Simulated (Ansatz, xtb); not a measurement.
# C5H12: 3 structures ranked

3 gas-phase structures of C5H12, found in a search over its isomers (lower ones may exist). Each was relaxed with GFN2-xTB; where two conformers were screened, the lower at r2SCAN-D4/def2-SVP is listed:

A. `CCC(C)C`, a singlet
B. `CC(C)(C)C`, a singlet
C. `CCCCC`, a singlet

Question: Make a reasoned guess at their ranking by r2SCAN-D4/def2-SVP single-point energy.

Answer: Calculated order at r2SCAN-D4/def2-SVP: B (0.0), A (10.2), C (15.6) kJ/mol.

Energies above the lowest of each column, in kJ/mol; the last columns are at B3LYP/6-31G* geometries:

```json
{"structure": "B", "GFN2-xTB": "0.0", "HF/STO-3G": "0.0", "r2SCAN-D4/def2-SVP": "0.0", "B3LYP/6-31G*": "0.0", "CCSD(T)/def2-SVP + ΔMP2/def2-TZVPP": "0.0"}
{"structure": "A", "GFN2-xTB": "13.1", "HF/STO-3G": "3.8", "r2SCAN-D4/def2-SVP": "10.2", "B3LYP/6-31G*": "4.9", "CCSD(T)/def2-SVP + ΔMP2/def2-TZVPP": "13.3"}
{"structure": "C", "GFN2-xTB": "18.6", "HF/STO-3G": "3.6", "r2SCAN-D4/def2-SVP": "15.6", "B3LYP/6-31G*": "6.8", "CCSD(T)/def2-SVP + ΔMP2/def2-TZVPP": "20.3"}
```

Every level run on B puts it lowest or level with the lowest. Flexible structures stand in one conformer each, not always the lowest. ΔMP2 is the change of the MP2 energy from the smaller to the larger basis.

Programs: Ansatz 0.2.0, xtb 6.7.1 (Pople sets with spherical d functions).
